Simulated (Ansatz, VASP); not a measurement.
This is a calculation of KNbO3 for Ansatz 0.2.0.

File input.yaml:

```yaml
crystal:
  lattice:
    - [4.0224643474, 0.0, 0.0]
    - [0.0, 4.0224643474, 0.0]
    - [0.0, 0.0, 4.0899080689]
  atoms:
    - { symbol: Nb, position: [0.5, 0.5, 0.5] }
    - { symbol: K, position: [0.0, 0.0, 0.018] }
    - { symbol: O, position: [0.0, 0.5, 0.54] }
    - { symbol: O, position: [0.5, 0.0, 0.54] }
    - { symbol: O, position: [0.5, 0.5, 0.044] }
hamiltonian:
  xc: pbe
  pseudopotentials: { kind: paw }
kpoints:
  mp_grid: { grid: [7, 7, 7] }
scf:
  occupations: { method: fermi_dirac, width: 0.05 }
output:
  forces: true
  stress: true
  eigenvalues: true
```

Potentials or basis: Ansatz PAW.

The run is started by

```sh
$ ansatz run input.yaml --threads 2 --pin off --max-ram 5120MiB --backend cpu --events-out ev --progress --plain --runs-dir out
```

Task: Set up the same calculation for VASP 6.6.1. Potentials there: VASP PAW PBE potentials, release 64 (Nb_sv, K_sv, O).

Result: As run (the cutoff follows the program's own potentials):

Contents of INCAR:

```
ALGO = Normal
EDIFF = 1E-7
ENCUT = 520
GGA = PE
ISIF = 2
ISMEAR = -1
LASPH = True
LCHARG = False
LREAL = False
LWAVE = False
NBANDS = 28
NELM = 60
PREC = Accurate
SIGMA = 0.05
```

KPOINTS

```
k-points
0
Gamma
  7 7 7
```

POSCAR

```
KNbO3
1.0
    4.0224643474      0.0000000000      0.0000000000
    0.0000000000      4.0224643474      0.0000000000
    0.0000000000      0.0000000000      4.0899080689
Nb K O
1 1 3
Direct
    0.5000000000      0.5000000000      0.5000000000
    0.0000000000      0.0000000000      0.0180000000
    0.0000000000      0.5000000000      0.5400000000
    0.5000000000      0.0000000000      0.5400000000
    0.5000000000      0.5000000000      0.0440000000
```

Potentials or basis: VASP PAW PBE potentials, release 64 (Nb_sv, K_sv, O).

Command:

```bash
$ cat potpaw_PBE.64/Nb_sv/POTCAR potpaw_PBE.64/K_sv/POTCAR potpaw_PBE.64/O/POTCAR > POTCAR
$ mpirun -np 1 vasp_std > vasp.out
```

Both were run:

|  | VASP | Ansatz | Ansatz less VASP |
| --- | --- | --- | --- |
| gap on the k mesh at the Fermi level (eV) | 1.62 | 1.64 | +0.019 |
| least direct gap on the mesh (eV) | 2.37 | 2.39 | +0.014 |
| pressure (GPa) | -0.3 | -0.2 | +0.09 |
| largest component of the traceless stress (GPa) | 1.73 | 1.70 | -0.035 |
| rms of the force components (eV/Å) | 0.045 | 0.047 | +0.0015 |

Atom by atom the forces differ by 0.007 eV/Å (rms over components).

Caveats: an odd mesh through Γ misses points on the zone boundary, where band edges often lie (VASP); odd divisions of the mesh miss points on the zone boundary, where band edges often lie, so the gap on the mesh can be too wide (Ansatz); the pressure holds a Pulay correction of +0.5 GPa for the finite cutoff (Ansatz).
